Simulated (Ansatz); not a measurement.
Input and command of a calculation in Ansatz (plane waves; scalar-relativistic PAW potentials unless the input names others):

```yaml
crystal:
  lattice:
    - [6.18898942, 0.0, 0.0]
    - [0.0, 4.37627639, 0.0]
    - [0.0, 0.0, 16.64174206]
  atoms:
    - { symbol: Al, position: [0.25, 0.5, 0.3605391778] }
    - { symbol: Al, position: [0.75, 0.5, 0.3605391778] }
    - { symbol: P, position: [0.5, 0.25, 0.3605391778] }
    - { symbol: P, position: [0.0, 0.25, 0.3605391778] }
    - { symbol: Al, position: [0.5, 0.0, 0.4535130593] }
    - { symbol: Al, position: [0.0, 0.0, 0.4535130593] }
    - { symbol: P, position: [0.75, 0.75, 0.4535130593] }
    - { symbol: P, position: [0.25, 0.75, 0.4535130593] }
    - { symbol: Al, position: [0.7508273793, 0.5004916031, 0.5500615265] }
    - { symbol: Al, position: [0.2508415638, 0.5004689318, 0.5500825718] }
    - { symbol: P, position: [0.0007893022, 0.2532700229, 0.5467834474] }
    - { symbol: P, position: [0.5008856582, 0.2533327933, 0.5467812315] }
    - { symbol: Al, position: [0.00108833, -0.073085442, 0.6176159904] }
    - { symbol: Al, position: [0.5011420045, -0.0728925852, 0.6177034643] }
    - { symbol: P, position: [0.2511111125, 0.7223429049, 0.6472428492] }
    - { symbol: P, position: [0.7510863053, 0.7222814011, 0.6472802455] }
basis:
  ecutwfc: 420
kpoints:
  mp_grid: { grid: [4, 5, 1] }
hamiltonian:
  xc: pbesol
scf:
  occupations: { method: gaussian, width: 0.05 }
  max_iter: 100
output:
  forces: true
  eigenvalues: true
efield:
  axis: 3
  dipole_correction: true
  ramp_width: 0.04
```

```bash
ansatz run input.yaml --threads 2 --pin off --max-ram 5120MiB --backend cpu --events-out ev --progress --plain --runs-dir out
```

Abridged log:
```
Pseudopotentials: kind: paw
Pseudopotential: Al, paw, valence charge 3, recommended cutoff 420 eV (normal)
Pseudopotential: P, paw, valence charge 5, recommended cutoff 420 eV (normal)
Functional definition: PBEsol
Crystal: 16 atoms, lattice volume = 450.737 Å³
Basis set: ecut = 420 eV, 8817 PW (Γ), exchange–correlation on 90×60×240 points (8 copies of the dense FFT grid, shifted against one another)
Bands: 48, of which v1, the nominal top of the filled ones, is band 32 counted from 1 (31 counted from 0)
Symmetry: 1 space group operations
Space group: P1 (ITA 1), of the structure as read, at distance tolerance 7.7e-5 Å
k-points: 11 of 20 (time reversal used)
Initial density: superposition of atomic densities (neutral atoms: chi_scale 0, normalization atom), corrected by the library's trained network
Initial wavefunctions: pseudopotential atomic-orbital guess
Functional: x = pbesol(κ = 0.804, μ = 0.12345679), c = pbesol(β = 0.046)
SCF iter   1: F=—  HF=-10068.487695 eV  |F-HF|=—  |Δ(HF+E_count)|=         —  Δρ=4.12e-3  dr2=1.38e-1  ethr=1.77e-3  p=-0.137 e·Å  D=-5.52e-2 V/Å  ΔV_dip=0.92 eV  dr2_dipole=6.20e-3  V_vac-E_F(+/−)=4.76/3.85 eV  ⟨swp⟩=10.4  Hψ=3805  notcnv=0  defer=42
efield: sawtooth ramp at fractional position 0.9839 (placed from the atoms, in the widest stretch of the axis that holds none; the zero of the levels goes with the place), width 0.0400; the density the first Hamiltonian is built on has a dipole p = -0.137 e·Å; the dipole correction subtracts the counter field D = -5.52e-2 V/Å, which shifts the + side's vacuum level by +0.92 eV against the − side's; the planar-averaged density in the ramp window peaks in size at 1.3e-4 e/Å³
SCF iter   2: F=—  HF=-10068.541790 eV  |F-HF|=—  |Δ(HF+E_count)|=   5.41e-2  Δρ=3.43e-3  dr2=3.37e-1  ethr=2.15e-4  p=-0.129 e·Å  D=-5.19e-2 V/Å  ΔV_dip=0.86 eV  dr2_dipole=1.25e-2  V_vac-E_F(+/−)=5.07/4.20 eV  ⟨swp⟩=4.9  Hψ=1400  notcnv=0  defer=118  recentre
SCF iter   3: F=—  HF=-10068.486586 eV  |F-HF|=—  |Δ(HF+E_count)|=   5.52e-2  Δρ=1.55e-3  dr2=4.67e-2  ethr=2.15e-4  p=-0.131 e·Å  D=-5.25e-2 V/Å  ΔV_dip=0.87 eV  dr2_dipole=8.42e-4  V_vac-E_F(+/−)=4.77/3.89 eV  ⟨swp⟩=4.8  Hψ=1141  notcnv=0  defer=118
SCF iter   4: F=—  HF=-10068.483590 eV  |F-HF|=—  |Δ(HF+E_count)|=   3.00e-3  Δρ=2.67e-4  dr2=1.01e-3  ethr=7.30e-5  p=-0.130 e·Å  D=-5.22e-2 V/Å  ΔV_dip=0.87 eV  dr2_dipole=1.01e-4  V_vac-E_F(+/−)=4.87/4.01 eV  ⟨swp⟩=2.3  Hψ=673  notcnv=0  defer=118
SCF iter   5: F=—  HF=-10068.483688 eV  |F-HF|=—  |Δ(HF+E_count)|=   9.81e-5  Δρ=9.73e-5  dr2=1.43e-4  ethr=1.58e-6  p=-0.128 e·Å  D=-5.13e-2 V/Å  ΔV_dip=0.85 eV  dr2_dipole=3.29e-5  V_vac-E_F(+/−)=4.86/4.00 eV  ⟨swp⟩=3.2  Hψ=919  notcnv=0  defer=118
SCF iter   6: F=—  HF=-10068.483710 eV  |F-HF|=—  |Δ(HF+E_count)|=   2.19e-5  Δρ=3.45e-5  dr2=7.69e-6  ethr=2.23e-7  p=-0.129 e·Å  D=-5.17e-2 V/Å  ΔV_dip=0.86 eV  dr2_dipole=1.63e-6  V_vac-E_F(+/−)=4.86/4.00 eV  ⟨swp⟩=2.2  Hψ=652  notcnv=0  defer=118
SCF iter   7: F=—  HF=-10068.483561 eV  |F-HF|=—  |Δ(HF+E_count)|=   1.49e-4  Δρ=1.38e-5  dr2=2.30e-6  ethr=1.20e-8  p=-0.128 e·Å  D=-5.15e-2 V/Å  ΔV_dip=0.86 eV  dr2_dipole=1.00e-6  V_vac-E_F(+/−)=4.86/4.01 eV  ⟨swp⟩=2.8  Hψ=1051  notcnv=0  defer=118
SCF iter   8: F=-10068.483561 eV  HF=-10068.483561 eV  |F-HF|=7.38e-8  |Δ(HF+E_count)|=   2.25e-7  Δρ=4.33e-6  dr2=9.91e-8  ethr=1.56e-10  p=-0.128 e·Å  D=-5.16e-2 V/Å  ΔV_dip=0.86 eV  dr2_dipole=1.01e-8  V_vac-E_F(+/−)=4.86/4.01 eV  ⟨swp⟩=21.8  Hψ=4635  notcnv=0
SCF 1 converged in 8 iterations: F = -10068.483561 eV  dr2 = 9.91e-8
SCF converged after 8 iterations
Free energy (F): -10068.483561 eV
Harris-Foulkes:  -10068.483561 eV  (|F-HF|=7.38e-8)
Internal energy: -10068.483060 eV  (E = F + TS)
E sigma→0 (E₀):  -10068.483310 eV
Entropy (-TS):   -0.000501 eV (-0.031 meV/atom)
Fermi energy:    2.415050 eV
Dipole field:    D = -0.051640 V/Å  (p = -0.128633 e·Å, saw-weighted, corrected)
Work function:   Φ+ = 4.8640 eV   Φ− = 4.0046 eV
Levels:          The Fermi level and band energies are counted from a zero that moves with the ramp; work functions are not
--- Forces (eV/Å), atoms counted from 1 ---
  atom   1  Al     0.00364756     4.16524972    -6.60516491
  atom   2  Al     0.00391208     4.16506952    -6.60539478
  atom   3  P     -0.00328322    -4.88631225    -9.70415092
  atom   4  P     -0.00339000    -4.88643050    -9.70401575
  atom   5  Al    -0.02072134     0.67771656    -0.29332039
  atom   6  Al    -0.01779591     0.67658561    -0.30030963
  atom   7  P     -0.01577907    -0.73517355     0.37820006
  atom   8  P     -0.01637977    -0.74222897     0.38769851
  atom   9  Al     0.01882897     1.28011590    -0.65680215
  atom  10  Al     0.00783145     1.24766145    -0.68375614
  atom  11  P      0.02297101     2.28332082     0.06499283
  atom  12  P     -0.00424533     2.24740853     0.06748072
  atom  13  Al    -0.00146829     2.23609298     2.51461857
  atom  14  Al     0.00161861     2.26827080     2.51162527
  atom  15  P      0.00764439    -4.98979362    14.32160060
  atom  16  P      0.01661014    -5.00758811    14.30695837
```

Q: The run was meant for a cell not far from equilibrium. Find the fault.

A: The fault is a lattice far too small (lattice vectors times 0.800). Setting it back cures it. The run converged all the same, with an energy at zero smearing 3.2 eV/atom above the reference's, largest force 15.166 eV/Å, gap on the mesh 0.13 eV, so convergence alone doesn't show that an input is right. A reference run of the cell with lattice vectors 7.7362 0.0000 0.0000; 0.0000 5.4703 0.0000; 0.0000 0.0000 20.8022 Å and the atoms in their places converged, and the end of its own relaxation has largest force 1.994 eV/Å (on an atom or along a direction that it held fixed), gap on the mesh 1.08 eV.

The run took 4 s on 2 threads of AMD EPYC 9R45 96-Core Processor (Zen 5) (shared host), peak memory 0.73 GiB.